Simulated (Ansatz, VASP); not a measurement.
## One calculation of BeTe, two programs

POSCAR

```
BeTe
1.0
    0.0000000000      2.7700000000      2.7700000000
    2.7700000000      0.0000000000      2.7700000000
    2.7700000000      2.7700000000      0.0000000000
Te Be
1 1
Direct
    0.7500000000      0.7500000000      0.7500000000
    0.0000000000      0.0000000000      0.0000000000
```

INCAR.step1

```
SYSTEM = BeTe
PREC = Accurate
ENCUT = 600
EDIFF = 1E-5
ISMEAR = -1
SIGMA = 0.05
LREAL = .False.
LASPH = .True.
NELM = 100
ALGO = Normal
LWAVE = .True.
LCHARG = .False.
GGA = PE
```

Contents of INCAR.step2:

```
SYSTEM = BeTe
PREC = Accurate
ENCUT = 600
EDIFF = 1E-6
ISMEAR = -1
SIGMA = 0.05
LREAL = .False.
LASPH = .True.
NELM = 100
ALGO = Normal
ISIF = 3
LWAVE = .False.
LCHARG = .False.
GGA = PS
LHFCALC = .True.
AEXX = 0.25
PRECFOCK = Fast
IBRION = 2
NSW = 40
EDIFFG = -0.01
ISTART = 1
```

Contents of KPOINTS:

```
Automatic mesh
0
Gamma
  4 4 4
  0 0 0
```

The input input.yaml:

```yaml
crystal:
  lattice:
    - [0.0, 2.77, 2.77]
    - [2.77, 0.0, 2.77]
    - [2.77, 2.77, 0.0]
  atoms:
    - { symbol: Te, position: [0.75, 0.75, 0.75] }
    - { symbol: Be, position: [0.0, 0.0, 0.0] }
hamiltonian:
  xc: { exchange: pbesol, correlation: pbesol, exx: { coeff: 0.25 } }
  pseudopotentials: { kind: paw }
kpoints:
  mp_grid: { grid: [4, 4, 4] }
scf:
  occupations: { method: fermi_dirac, width: 0.05 }
output:
  forces: true
  stress: true
  eigenvalues: true
  write_density: true
  write_potential: true
  elf: true
  volumetric_format: npy
relax:
  f_tol: 0.01
  max_steps: 40
  cell: { stress_tol: 0.05 }
```

Alike in both runs: task relaxation of cell and atoms; functional PBEsol0; k mesh 4 × 4 × 4; occupations fermi-dirac, width 0.05 eV; no spin polarisation.

|  | VASP | Ansatz |
| --- | --- | --- |
| version | VASP 6.6.1 | Ansatz 0.2.0 |
| potentials or method | VASP PAW PBE potentials, release 64 (Te, Be) | Ansatz PAW |
| plane-wave cutoff (eV) | 600 | 420 |
| valence electrons in the cell | 8 | 18 |

```tsv
	VASP	Ansatz	Ansatz less VASP
gap on the k mesh at the Fermi level, each at its own relaxed structure (eV)	3.24	3.23	-0.007
relaxed volume (Å³/atom)	21.97	22.03	+0.060
relaxed cell length with the largest relative difference (Å)	3.961	3.965	+0.0036
energy change over the relaxation (meV/atom)	-5	-6	-0.6
```

The two sets of potentials don't hold the same shells in valence.

Caveats: the k mesh is coarse (spacing up to 0.49 Å⁻¹), so the values aren't converged, least of all with exact exchange; spin-orbit coupling is left out, which moves the levels of the heavy elements; the PAW data sets were made with another functional, which shifts forces and pressure a little (VASP); the plane-wave basis is chosen anew once the cell has moved, so the energies of steps on either side of that aren't comparable (Ansatz); the PAW data sets come from PBE, with cores solved anew for the run's functional, which leaves a small shift of forces and pressure (Ansatz). Zero-point motion and thermal expansion aren't in these numbers. A k mesh can miss the band edges.
